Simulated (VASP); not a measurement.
# Line-ups at interfaces of InAs, part 3 of 3

Wanted: valence and conduction offsets of GaSb and InSb on InAs (110), and what a better gap does to them.

VASP 6.6.1, plane waves and PAW; the level of theory is named at each step.

So far. Step 7 (Bulk band edges, PBEsol): The run ends at a pressure of 0.19 GPa, with forces up to 0.0016 eV/Å.

### 10. Relax the interface, PBEsol

Superlattice of 12 atoms of InAs and 12 of GaSb on the InAs lattice. Atoms relax, and the height is moved while the normal stress exceeds 0.4 GPa, three times at most; a third move is not followed by a relaxation.

Level: PBEsol; plane waves and PAW (In_d, As, Ga_d, Sb).

System, named by how it was started: InAs/GaSb (110). The cell holds 24 atoms: 6 In, 6 As, 6 Ga and 6 Sb. Cell: a = 4.316 Å, b = 6.071 Å, c = 25.929 Å, α = 90.0°, β = 90.0°, γ = 90.0°. It derives from InAs. Superlattice of 12 atoms of InAs and 12 of GaSb on the InAs lattice. The structure's axis is c.

File INCAR:

```
SYSTEM = InGaSbAs
PREC = Normal
ENCUT = 420
EDIFF = 1E-05
NELM = 120
ISMEAR = 0
SIGMA = 0.05
LREAL = Auto
ALGO = Fast
GGA = PS
NBANDS = 133
LORBIT = 11
LWAVE = .FALSE.
LCHARG = .FALSE.
KPAR = 2
NCORE = 4
IBRION = 2
NSW = 60
ISIF = 2
EDIFFG = -0.03
POTIM = 0.4
MAXMIX = 40
ISYM = 2
```

File POSCAR:

```
InGaSbAs
1.0
    4.3159775000      0.0000000000      0.0000000000
    0.0000000000      6.0712186970      0.0000000000
    0.0000000000      0.0000000000     25.9288333510
In As Ga Sb
6 6 6 6
Direct
    0.0000000000      0.0000000000      0.0000000000
    0.5000000000      0.5000000000      0.0832273760
    0.0000000000      0.0000000000      0.1664547510
    0.5000000000      0.5000000000      0.2496821270
    0.0000000000      0.0000000000      0.3329095020
    0.5000000000      0.5000000000      0.4161368780
    0.5000000000      0.2500000000      0.0000000000
    0.0000000000      0.7500000000      0.0832273760
    0.5000000000      0.2500000000      0.1664547510
    0.0000000000      0.7500000000      0.2496821270
    0.5000000000      0.2500000000      0.3329095020
    0.0000000000      0.7500000000      0.4161368780
    0.0000000000      0.9996633880      0.4989999950
    0.5000000000      0.4996633880      0.5826273720
    0.0000000000      0.9996633880      0.6662547500
    0.5000000000      0.4996633880      0.7498821280
    0.0000000000      0.9996633880      0.8335095050
    0.5000000000      0.4996633880      0.9171368830
    0.5000000000      0.2503366120      0.4989999950
    0.0000000000      0.7503366120      0.5826273720
    0.5000000000      0.2503366120      0.6662547500
    0.0000000000      0.7503366120      0.7498821280
    0.5000000000      0.2503366120      0.8335095050
    0.0000000000      0.7503366120      0.9171368830
```

File KPOINTS:

```
Automatic mesh
0
Gamma
5 4 1
0 0 0
```

Potentials, in the order of the species: In_d, As, Ga_d and Sb (PBE family, release 64).

On the command line:

```sh
mpirun -np 8 vasp_std
```

The log of the run:

```text
[banner, memory and clock lines left out]
running    8 mpi-ranks, on    1 nodes
[...]
[... a notice as in an earlier step ...]

 LDA part: xc-table for (Slater+PW92), standard interpolation
 POSCAR, INCAR and KPOINTS ok, starting setup
[...]
entering main loop
       N       E                     dE             d eps       ncg     rms          rms(c)
DAV:   1     0.214288158356E+04    0.21429E+04   -0.78338E+04  2402   0.170E+03
DAV:   2     0.325843553615E+03   -0.18170E+04   -0.17646E+04  2522   0.484E+02
DAV:   3    -0.615837027033E+02   -0.38743E+03   -0.36666E+03  2802   0.210E+02
DAV:   4    -0.992217382367E+02   -0.37638E+02   -0.36661E+02  2924   0.615E+01
[...]
RMM:  17    -0.993142221075E+02   -0.20740E-04   -0.28624E-04  2406   0.466E-02    0.152E-01
RMM:  18    -0.993142428208E+02   -0.20713E-04   -0.22207E-04  2266   0.327E-02    0.188E-01
RMM:  19    -0.993142461133E+02   -0.32925E-05   -0.95449E-05  2112   0.284E-02
   1 F= -.99314246E+02 E0= -.99312528E+02  d E =-.993142E+02
[... from here on, the cycles between the ionic steps are left out ...]
   2 F= -.99568856E+02 E0= -.99567399E+02  d E =-.254610E+00
   4 F= -.99629724E+02 E0= -.99628542E+02  d E =-.315477E+00
   7 F= -.99664688E+02 E0= -.99663763E+02  d E =-.349644E-01
  10 F= -.99674751E+02 E0= -.99673799E+02  d E =-.100633E-01
  13 F= -.99679362E+02 E0= -.99678401E+02  d E =-.388181E-02
  16 F= -.99697593E+02 E0= -.99696751E+02  d E =-.509317E-02
  19 F= -.99698912E+02 E0= -.99698182E+02  d E =-.641225E-02
  22 F= -.99702479E+02 E0= -.99701665E+02  d E =-.356767E-02
  25 F= -.99705919E+02 E0= -.99705057E+02  d E =-.286093E-02
  28 F= -.99708334E+02 E0= -.99707346E+02  d E =-.527639E-02
  31 F= -.99712155E+02 E0= -.99711674E+02  d E =-.382054E-02
  34 F= -.99718171E+02 E0= -.99717490E+02  d E =-.386712E-02
  37 F= -.99718391E+02 E0= -.99717711E+02  d E =-.408644E-02
  40 F= -.99719569E+02 E0= -.99718816E+02  d E =-.128445E-02
  43 F= -.99720510E+02 E0= -.99719696E+02  d E =-.895326E-03
  44 F= -.99720556E+02 E0= -.99719734E+02  d E =-.941153E-03
  45 F= -.99720997E+02 E0= -.99720233E+02  d E =-.441514E-03
 trial-energy change:   -0.000442  1 .order   -0.000420   -0.000662   -0.000178
 step:   3.0566(harm=  3.0566)  dis= 0.00362  next Energy=   -99.721008 (dE=-0.453E-03)
 reached required accuracy - stopping structural energy minimisation
```

Elapsed: 11 min, on 8 MPI ranks of AMD EPYC 9R45, shared host; peak memory 2 GiB.

OUTCAR, selected parts (step 10):

```text
  Total        0.6996997      0.6028526      0.3267588      0.0000000      0.0000000      0.0000000
  in kB        1.6500012      1.4216207      0.7705483      0.0000000      0.0000000      0.0000000
  external PRESSURE =       1.2807234 kB  Pullay stress =       0.0000000 kB

 POSITION                                       TOTAL-FORCE (eV/Angst)
 -----------------------------------------------------------------------------------
      0.00000      0.08955      0.04129         0.000000     -0.001270     -0.019206
      2.15799      3.14505      2.13404         0.000000      0.002053     -0.002916
      0.00000      0.10372      4.35300         0.000000      0.004716     -0.009565
      2.15799      3.13933      6.43695         0.000000      0.004716      0.009565
      0.00000      0.10944      8.65590         0.000000      0.002053      0.002916
      2.15799      3.12516     10.74865         0.000000     -0.001270      0.019206
      2.15799      1.61366     25.90699         0.000000      0.008060     -0.009671
      0.00000      4.65712      2.19720         0.000000     -0.000982     -0.006620
      2.15799      1.61810      4.28936         0.000000     -0.006545     -0.002861
      0.00000      4.65371      6.50058         0.000000     -0.006545      0.002861
      2.15799      1.62151      8.59275         0.000000     -0.000982      0.006620
      0.00000      4.64927     10.81179         0.000000      0.008060      0.009671
      0.00000      5.96354     12.88699         0.000000     -0.000144     -0.003280
      2.15799      2.92753     15.14474         0.000000      0.009859     -0.005311
[...]
-----------------------------------------------------------------------------------
    total drift:                                0.000000     -0.059182      0.002995

  FREE ENERGIE OF THE ION-ELECTRON SYSTEM (eV)
  ---------------------------------------------------
  free  energy   TOTEN  =       -99.7209972762 eV

  energy  without entropy=      -99.7194682102  energy(sigma->0) =      -99.72023274

[... 1 part as in an earlier step ...]

[... 3 further parts left out ...]
[key lines of the parts left out:]
E-fermi :   4.5863
```

This run gave:

- energy(sigma→0) of the program: -99.7202 eV
- stress, compression positive: xx, yy, zz 0.17, 0.14, 0.08 GPa
- ionic steps: 45

### 11. Potential of the interface, PBEsol

The core potentials in the middle of each layer tie the two bulk scales together.

Level: PBEsol; plane waves and PAW (In_d, As, Ga_d, Sb).

File INCAR:

```
SYSTEM = InGaSbAs
PREC = Accurate
ENCUT = 420
EDIFF = 1E-06
NELM = 120
ISMEAR = 0
SIGMA = 0.05
LREAL = .FALSE.
ALGO = Normal
GGA = PS
NBANDS = 161
LORBIT = 11
LWAVE = .FALSE.
LCHARG = .TRUE.
KPAR = 2
NCORE = 4
LVHAR = .TRUE.
NEDOS = 1500
```

File POSCAR:

```
InGaSbAs
1.0
    4.3159775000      0.0000000000      0.0000000000
    0.0000000000      6.0712186970      0.0000000000
    0.0000000000      0.0000000000     25.9288333510
In As Ga Sb
6 6 6 6
Direct
    0.0000000000      0.0147496850      0.0015923970
    0.5000000000      0.5180268546      0.0823037707
    0.0000000000      0.0170834227      0.1678824980
    0.5000000000      0.5170834227      0.2482543800
    0.0000000000      0.0180268546      0.3338331073
    0.5000000000      0.5147496850      0.4145444810
    0.5000000000      0.2657892919      0.9991575759
    0.0000000000      0.7670815873      0.0847395447
    0.5000000000      0.2665205150      0.1654282475
    0.0000000000      0.7665205150      0.2507086305
    0.5000000000      0.2670815873      0.3313973333
    0.0000000000      0.7657892919      0.4169793021
    0.0000000000      0.9822646348      0.4970140214
    0.5000000000      0.4821985308      0.5840886888
    0.0000000000      0.9837819214      0.6647131950
    0.5000000000      0.4837819214      0.7514236830
    0.0000000000      0.9821985308      0.8320481882
    0.5000000000      0.4822646348      0.9191228566
    0.5000000000      0.2332023777      0.5008219209
    0.0000000000      0.7340207424      0.5813174843
    0.5000000000      0.2352804365      0.6676601269
    0.0000000000      0.7352804365      0.7484767511
    0.5000000000      0.2340207424      0.8348193927
    0.0000000000      0.7332023777      0.9153149571
```

KPOINTS is that of step 10.

On the command line:

```sh
mpirun -np 8 vasp_std
```

The log of the run:

```text
[banner, memory and clock lines left out]
running    8 mpi-ranks, on    1 nodes
[...]
|                                                                             |
|               ----> ADVICE to this user running VASP <----                  |
|                                                                             |
|     You have a (more or less) 'large supercell' and for larger cells it     |
|     might be more efficient to use real-space projection operators.         |
|     Therefore, try LREAL= Auto in the INCAR file.                           |
|     Mind: For very accurate calculation, you might also keep the            |
|     reciprocal projection scheme (i.e. LREAL=.FALSE.).                      |
|                                                                             |

 [... a notice as in an earlier step ...]

 LDA part: xc-table for (Slater+PW92), standard interpolation
 POSCAR, INCAR and KPOINTS ok, starting setup
[...]
entering main loop
       N       E                     dE             d eps       ncg     rms          rms(c)
DAV:   1     0.200648406245E+04    0.20065E+04   -0.75393E+04  2898   0.140E+03
DAV:   2     0.317959309884E+03   -0.16885E+04   -0.15935E+04  2922   0.401E+02
DAV:   3    -0.651106489890E+02   -0.38307E+03   -0.35786E+03  3458   0.181E+02
DAV:   4    -0.999709203373E+02   -0.34860E+02   -0.33910E+02  3594   0.521E+01
[...]
DAV:  14    -0.997139964485E+02   -0.18621E-05   -0.19387E-05  3492   0.579E-02    0.214E-02
DAV:  15    -0.997139973081E+02   -0.85955E-06   -0.12217E-05  4348   0.154E-02    0.102E-02
DAV:  16    -0.997139965406E+02    0.76752E-06   -0.21375E-06  2620   0.717E-03
   1 F= -.99713997E+02 E0= -.99713239E+02  d E =-.151414E-02
```

It took 1.7 min on 8 MPI ranks; peak memory 2.4 GiB; 14 min of CPU time.

From OUTCAR (step 11):

```text
  Total        1.0176655      0.8734057      0.5691185      0.0000000      0.0000000      0.0000000
  in kB        2.3998141      2.0596271      1.3420702      0.0000000      0.0000000      0.0000000
  external PRESSURE =       1.9338371 kB  Pullay stress =       0.0000000 kB

 POSITION                                       TOTAL-FORCE (eV/Angst)
 -----------------------------------------------------------------------------------
      0.00000      0.08955      0.04129         0.000000      0.015697     -0.020656
      2.15799      3.14505      2.13404         0.000000      0.001614      0.007535
      0.00000      0.10372      4.35300         0.000000      0.013512     -0.011625
      2.15799      3.13933      6.43695         0.000000      0.013512      0.011625
      0.00000      0.10944      8.65590         0.000000      0.001614     -0.007535
      2.15799      3.12516     10.74865         0.000000      0.015697      0.020656
      2.15799      1.61366     25.90699         0.000000      0.008142     -0.020753
      0.00000      4.65712      2.19720         0.000000      0.001197     -0.011177
      2.15799      1.61810      4.28936         0.000000     -0.004129     -0.006610
      0.00000      4.65371      6.50058         0.000000     -0.004129      0.006610
      2.15799      1.62151      8.59275         0.000000      0.001197      0.011177
      0.00000      4.64927     10.81179         0.000000      0.008142      0.020753
      0.00000      5.96354     12.88699         0.000000     -0.003474     -0.002098
      2.15799      2.92753     15.14474         0.000000      0.006368     -0.000920
[...]
-----------------------------------------------------------------------------------
    total drift:                                0.000000      0.007436      0.000150

  FREE ENERGIE OF THE ION-ELECTRON SYSTEM (eV)
  ---------------------------------------------------
  free  energy   TOTEN  =       -99.7139965406 eV

  energy  without entropy=      -99.7124824027  energy(sigma->0) =      -99.71323947

[... 1 part as in an earlier step ...]

[... 2 further parts left out ...]
[key lines of the parts left out:]
E-fermi :   4.5864
```

Read from the output:

```
energy(sigma→0) of the program : -99.7132 eV
stress, compression positive   : xx, yy, zz 0.24, 0.21, 0.13 GPa
```

The run ends at a pressure of 0.19 GPa, with forces up to 0.040 eV/Å.

### 12. The whole series

LASPH is off in runs at PBEsol and on in runs at HSE06.

Hybrid runs start from orbitals of a short PBEsol run, not shown.

The other members went through these steps as far as the tables show, with one cutoff; 19 runs are not shown. The session took 7.0 core hours (wall time by ranks) on a shared machine.

The session's own summary tied the other levels to the core potentials, which hold part of the functional; that shift, read from the bulk runs, is taken out again in the columns beyond the base level.

Line-up of core potentials from the interface at PBEsol; other levels change the bulk edges alone, each counted from the mean potential of its bulk cell. Gaps of the substrate: PBEsol 0.02 eV, HSE06 0.41 eV, HSE06 with spin-orbit coupling 0.31 eV.

| partner | atoms | mean in-plane stress of the strained partner, tension positive (GPa) | gap of the whole cell (eV) | largest spread of the line-up between elements of one side (eV) |
| --- | --- | --- | --- | --- |
| GaSb | 24 | -0.3 | 0.08 | 0.00 |
| InSb | 24 | -5.0 | 0.24 | 0.02 |

At HSE06:

| partner | valence-band top of the partner above the substrate's, HSE06 (eV) | conduction-band bottom of the partner above the substrate's, HSE06 (eV) | gap of the strained partner, HSE06 (eV) |
| --- | --- | --- | --- |
| GaSb | 0.34 | 0.83 | 0.91 |
| InSb |  |  | 0.06 |

A blank entry does not apply, was not run or did not finish.

At HSE06 with spin-orbit coupling:

| partner | valence-band top of the partner above the substrate's, HSE06 with spin-orbit coupling (eV) | conduction-band bottom of the partner above the substrate's, HSE06 with spin-orbit coupling (eV) | gap of the strained partner, HSE06 with spin-orbit coupling (eV) |
| --- | --- | --- | --- |
| GaSb | 0.43 | 0.84 | 0.72 |
| InSb |  |  | 0.03 |

### 13. What came out

```json
{"GaSb, HSE06 with spin-orbit coupling": "valence +0.43 eV, conduction +0.84 eV"}
```

What this shows: For GaSb one side or both have under 0.15 eV of gap at PBEsol, the level of the run that fixes the line-up, which makes these offsets less sure. No offsets are given where the strained partner has under 0.15 eV of gap: GaSb at PBEsol, InSb at PBEsol, InSb at HSE06 and InSb at HSE06 with spin-orbit coupling. GaSb at HSE06 with spin-orbit coupling: the gaps do not overlap (broken gap). InSb is left out of the results: it has no offsets at this level. Offsets and overlaps of about 0.3 eV or less are within the errors that the gaps of this level can carry, so their sign, and the type with it, is not secure. InSb is under more than 3 GPa of in-plane stress along one axis or both, more than a thick film would hold. Levels beyond the first ran on coarser meshes, which moves edges by some hundredths of an eV. The uneven mesh leaves the relaxed substrate 0.5 % off cubic. The bounds that sort cases in this text are picked. The interfaces are ideal and a few layers thick: no intermixing, defects or band bending. All crystals are in the zinc-blende or diamond form.

[Lines on the potential files, build, host, timing and source positions are cut from VASP's logs without a mark.]

[Logs are printed without paths, hosts, clocks, repeated set-up lines and the standing remarks that a program may print on its own settings, such as how far it seeks lower states.]

[Hosts, paths, dates, database ids (printed as entryN), source tags and the programs' standing remarks are cut or masked in the printed files.]

[In band tables of VASP the shares of atoms and orbitals are scaled to a sum of 1 inside the atoms' spheres.]
